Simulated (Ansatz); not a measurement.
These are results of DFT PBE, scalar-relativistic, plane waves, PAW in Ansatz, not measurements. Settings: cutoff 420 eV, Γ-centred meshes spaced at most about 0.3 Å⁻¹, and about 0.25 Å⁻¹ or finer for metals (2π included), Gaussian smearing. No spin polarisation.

All energies are static (0 K, no zero-point motion).

Two relaxed structures of BaH:

1.

Space group Pm-3m (No. 221). a = 3.569 Å, b = 3.569 Å, c = 3.569 Å, α = 90.00°, β = 90.00°, γ = 90.00°
| atom | site | symmetry | x | y | z |
| --- | --- | --- | --- | --- | --- |
| Ba | 1a | m-3m | 0.0000 | 0.0000 | 0.0000 |
| H | 1b | m-3m | 0.5000 | 0.5000 | 0.5000 |

2.

Space group Fm-3m (No. 225). a = 5.810 Å, b = 5.810 Å, c = 5.810 Å, α = 90.00°, β = 90.00°, γ = 90.00°
| atom | site | symmetry | x | y | z |
| --- | --- | --- | --- | --- | --- |
| Ba | 4a | m-3m | 0.0000 | 0.0000 | 0.0000 |
| H | 4b | m-3m | 0.5000 | 0.0000 | 0.0000 |

Question: Which form is favoured at zero pressure, and by what margin per atom?

Answer: Cell 2 is lower, by 0.34 eV/atom. Cell 1 has the caesium chloride type, space group Pm-3m (No. 221), 22.7 Å³/atom and no gap on its mesh; cell 2 has the rock salt type, space group Fm-3m (No. 225), 24.5 Å³/atom and no gap. Counting H atoms around Ba (those within 1.25 times the shortest such distance or 1.15 times the sum of covalent radii), cell 1 has Ba 8 and cell 2 has Ba 6. The lower one is the more open, so pressure narrows the difference. Both come from invented guesses. Shaken at random and relaxed again, cell 2 came back. Checks on cell 2: no imaginary mode at Γ (other wave vectors untested).

With hydrogen, zero-point motion can shift such differences by 10 meV/atom or more. Cells without such a test can be saddle points.
